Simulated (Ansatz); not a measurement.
# Equation of state of CdO from a dense series

```yaml
crystal:
  lattice:
    - [0.00000, 2.34815, 2.34815]
    - [2.34815, 0.00000, 2.34815]
    - [2.34815, 2.34815, 0.00000]
  atoms:
    - { symbol: Cd, position: [0.00000, 0.00000, 0.00000] }
    - { symbol: O, position: [0.50000, 0.50000, 0.50000] }
```

Atom numbers follow the list: Cd1, O2.

The conventional cell has a = 4.696 Å, b = 4.696 Å, c = 4.696 Å, α = 90.00°, β = 90.00°, γ = 90.00°. Around Cd (atom 1) lie 6 O at 2.35 Å. Around O (atom 2) lie 6 Cd at 2.35 Å.

The cell is COD entry 9006671, as deposited and not checked against the literature; nothing was relaxed.

These are results of Ansatz 0.2.0, DFT, PBEsol, all-electron LAPW, scalar-relativistic, not measurements.

Settings: a Γ-centred 11×11×11 k mesh, Fermi–Dirac smearing of 0.02 eV, basis error target 0.5 meV/atom, no spin polarisation.

The cell is scaled evenly. Fractional coordinates are held (clamped ions).

| V (Å³/atom) | P (GPa) |
| --- | --- |
| 12.170 | 9.71 |
| 12.429 | 5.89 |
| 12.688 | 2.49 |
| 12.818 | 0.93 |
| 12.947 | -0.54 |
| 13.077 | -1.92 |
| 13.206 | -3.23 |
| 13.724 | -7.76 |

Task: Fit a third-order Birch–Murnaghan curve to the pressures.

Result: P = (3B0/2)(y^(7/2) − y^(5/2))[1 + (3/4)(B0′ − 4)(y − 1)] with y = (V0/V)^(2/3) fits within 0.01 GPa for V0 = 12.899 Å³/atom, B0 = 145.2 GPa and B0′ = 4.80.

Task: Predict the pressure at the withheld volume, 13.465 Å³/atom.

Result: There y = 0.9718, so the fit gives -5.63 GPa; the run gave -5.63 GPa.
